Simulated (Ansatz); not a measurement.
# 5 guesses for Al5Cu and where they end

These are results of DFT PBE, scalar-relativistic, plane waves, PAW in Ansatz, not measurements. Settings: cutoff 420 eV, Γ-centred meshes spaced at most about 0.3 Å⁻¹, and about 0.25 Å⁻¹ or finer for metals (2π included), Gaussian smearing. No spin polarisation in the final relaxations.

Each guess was relaxed in cell and atoms at zero pressure, within the symmetry of its start. These are static total energies at zero pressure. Coordination counts all near atoms (those within 1.25 times the shortest distance at each site; a plus sign parts nearer from farther groups; a slash parts the counts of unlike sites). For orderings, «n of Z unlike» gives the unlike atoms among the Z nearest shared sites at the start, averaged over those sites.

```tsv
guess	made from	start group	V start (Å³/atom)	end group	V end (Å³/atom)	coordination at the end	gap on mesh (eV)	E over the lowest end (meV/atom)
1	Al/Cu on fcc sites, 2.7 of 12 unlike	P4/mmm	15.1	P4/mmm	15.6	Al 12, Cu 12	0	0
2	Al/Cu on hcp sites, 2.0 of 12 unlike	P-6m2	15.1	P-6m2	15.7	Al 12, Cu 12	0	54
3	Al/Cu on bcc sites, 2.7 of 8 unlike	P-3m1	15.1	P-3m1	15.9	Al 11+3/14/8+6, Cu 8+6	0	132
4	Al/Cu on hcp sites, 4.0 of 12 unlike	P-62m	15.1	P-62m	15.7	Al 12, Cu 12	0	75
5	Al/Cu on fcc sites, 2.0 of 12 unlike	P-3m1	15.1	?	?	?	?	?
```

Guess 5 as it starts:

```yaml
crystal:
  lattice:
    - [2.77720, 0.00000, 0.00000]
    - [-1.38860, 2.40513, 0.00000]
    - [0.00000, 0.00000, 13.60545]
  atoms:
    - { symbol: Al, position: [0.00000, 0.00000, 0.00000] }
    - { symbol: Al, position: [0.33333, 0.66667, 0.83333] }
    - { symbol: Al, position: [0.66667, 0.33333, 0.66667] }
    - { symbol: Al, position: [0.33333, 0.66667, 0.33333] }
    - { symbol: Al, position: [0.66667, 0.33333, 0.16667] }
    - { symbol: Cu, position: [0.00000, 0.00000, 0.50000] }
```

Task: Fill in the missing row: what does this guess relax into, and where does it rank?

Result: It ends in Al and Cu ordered on fcc sites, space group P-3m1 (No. 164), with a = 2.845 Å, c = 13.366 Å, 15.6 Å³/atom and no gap; its coordination is Al 12, Cu 12. It lies 19 meV/atom over the lowest end, above guess 1 and below guess 2. Counting all near atoms, this end and the lowest (guess 1) both have Al 12, Cu 12.

```cif
data_structure
_symmetry_space_group_name_H-M 'P-3m1'
_symmetry_Int_Tables_number 164
_cell_length_a 2.8446
_cell_length_b 2.8446
_cell_length_c 13.3657
_cell_angle_alpha 90.000
_cell_angle_beta 90.000
_cell_angle_gamma 120.000
_cell_volume 93.66
loop_
_atom_site_label
_atom_site_type_symbol
_atom_site_symmetry_multiplicity
_atom_site_Wyckoff_symbol
_atom_site_fract_x
_atom_site_fract_y
_atom_site_fract_z
_atom_site_occupancy
Al1 Al 1 a 0.00000 0.00000 0.00000 1
Al2 Al 2 d 0.33333 0.66667 0.82515 1
Al3 Al 2 d 0.66667 0.33333 0.65079 1
Cu1 Cu 1 b 0.00000 0.00000 0.50000 1
```

Formation energies are uncorrected and refer to the elements' standard structures at the same level.

Task: Is the lowest end bound against the elements?

Result: Yes: its formation energy is −0.05 eV/atom. It lies below the elements, which doesn't yet make it stable against other compounds or structures.

Cells relaxed within their symmetry can be saddle points. A lower structure may well exist outside this small set. Some types were kept out of the candidates beforehand, so the set may lack a known form.

The parent lattice sets the main order: both fcc arrangements lie below both hcp ones, and the bcc-derived cell is highest. This fits an Al-rich metal whose nearly free-electron band energy favours fcc stacking. The number of unlike neighbours doesn't explain the ranking, since more Al–Cu contacts go with lower energy on fcc sites but higher energy on hcp sites.

In guess 5, copper forms complete close-packed planes, and the adjacent Al planes relax towards them while the Al-rich matrix holds the smaller Cu atoms at a stretched in-plane spacing. The symmetry and neighbour count of guess 1 suggest Cu layers on (001) instead. Fcc Al–Cu accommodates such coherent strain more easily along the elastically soft cube direction, which probably contributes to its advantage. The same preference underlies the Cu-rich Guinier–Preston zones on cube planes in aged Al–Cu alloys. The lowest cell is therefore better read as a model of coherent precipitation than as evidence for an Al5Cu compound, as the known equilibrium at this composition is fcc Al with Al2Cu.
